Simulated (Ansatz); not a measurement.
TiPbO3: frozen-core PAW against all-electron methods

```
Ti Pb O
1.0
     3.93819    0.00000    0.00000
     0.00000    3.93819    0.00000
     0.00000    0.00000    4.14990
Ti Pb O
1 1 3
Direct
  0.50000 0.50000 0.53820
  0.00000 0.00000 0.00000
  0.50000 0.50000 0.11300
  0.50000 0.00000 0.61500
  0.00000 0.50000 0.61500
```

Atom numbers follow the list: Ti1, Pb2, O3, O4, O5.

Conventional cell: a = 3.938 Å, b = 3.938 Å, c = 4.150 Å, α = 90.00°, β = 90.00°, γ = 90.00°. Ti (atom 1) has 5 O at 1.76 to 1.99 Å as nearest neighbours. Around Pb (atom 2) lie 8 O at 2.54 to 2.82 Å. Around O (atom 3) lie 1 Ti at 1.76 Å. O (atom 4) has 2 Ti at 1.99 Å as nearest neighbours.

The cell comes from COD entry 2107521, which wasn't checked; take it as a given geometry. The listed cell was then made from it by scaling, straining or moving an atom.

Spin–orbit coupling is left out, though it moves levels of the heavy atoms by tenths of an eV or more.

All numbers are computed: DFT, PBE, PAW with Ansatz's default frozen-core files, scalar-relativistic (Ansatz 0.2.0); DFT, PBE, all-electron LAPW, scalar-relativistic (Ansatz 0.2.0).

For PAW: a Γ-centred 9×9×8 k mesh, Fermi–Dirac smearing of 0.03 eV, cutoff 420 eV, no spin polarisation. LAPW targets a basis error of 0.5 meV/atom. The Ansatz runs share mesh, smearing and spin set-up. Plane-wave (PAW) pressures include the program's estimate of the Pulay term.

Stress and pressure are positive in compression.

The change that made this cell: equal xx and yy strain of +1 %.

PAW results:

| quantity | PAW |
| --- | --- |
| pressure (GPa) | 1.79 |
| stress xx (GPa) | 0.78 |
| stress zz (GPa) | 3.81 |
| force on Ti1, z (eV/Å) | 0.150 |
| force on Pb2, z (eV/Å) | -0.033 |
| force on O3, z (eV/Å) | -0.172 |
| force on O4, z (eV/Å) | 0.028 |
| band gap (eV) | 1.921 |

(1) What does LAPW (all electrons) give for the same quantities?

Answers

(1) 
```
              quantity    LAPW
        pressure (GPa)    1.78
       stress xx (GPa)    0.79
       stress zz (GPa)    3.75
force on Ti1, z (eV/Å)   0.140
force on Pb2, z (eV/Å)  -0.031
 force on O3, z (eV/Å)  -0.163
 force on O4, z (eV/Å)   0.027
         band gap (eV)   1.816
```
